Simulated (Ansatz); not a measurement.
Runs of Ansatz 0.2.0 on C. The structure is hexagonal, space group P6_3/mmc (No. 194). Conventional cell: a = 2.522 Å, b = 2.522 Å, c = 8.237 Å, α = 90.00°, β = 90.00°, γ = 120.00°. C (site symmetry 3m) is surrounded by 4 C at 1.54 Å. Around C (site symmetry 3m) lie 4 C at 1.54 Å. This is a hexagonal form of diamond, not graphite.

| task | level | potentials or basis | cell | cutoff (eV) | points for each segment of the path | gap on the mesh (eV) | pressure (GPa) | V0 of scaled cells (Å³/atom) | B0 (GPa) | largest force (eV/Å) |
| --- | --- | --- | --- | --- | --- | --- | --- | --- | --- | --- |
| equation of state | revPBE+D4 | Ansatz PAW | as given | 420 | - | - | - | 5.59 | 448 | - |
| single point | PBE | Ansatz PAW | as given | 250 | - | 4.45 | 16.6 | - | - | (c) |
| band structure | PBE | JTH PAW | as given | 780 | 10 | (a) | 1.6 | - | - | 0.33 |
| equation of state | rPW86-PBE | Ansatz PAW | as given | 420 | - | - | - | 5.80 | 415 | - |
| relaxation of cell and atoms | PBE+D4 | Ansatz PAW | relaxed | 420 | - | (b) | 0.0 | - | - | - |

Alike in all rows: no spin polarisation; k mesh 12 × 12 × 4; smearing fermi-dirac 0.05 eV.

Task: Fill in the values left out.

Result: (a) 4.41; (b) 4.57; (c) 0.39.

Caveats: the potentials were made for another functional, which shifts forces and pressure (some runs); the cell was scaled at fixed shape and fractional positions, which overstates the stiffness of a crystal with free parameters, most of all of layers and chains (some runs); so large a pressure means that the cell lies far from this level's equilibrium, or that cutoff or potentials fall short (some runs); the pressure holds a Pulay correction of +55.5 GPa for the finite cutoff (some runs); the cutoff lies under the one recommended for these potentials (some runs); the plane-wave basis is chosen anew once the cell has moved, so the energies of steps on either side of that aren't comparable (some runs).

A k mesh can miss the band edges.
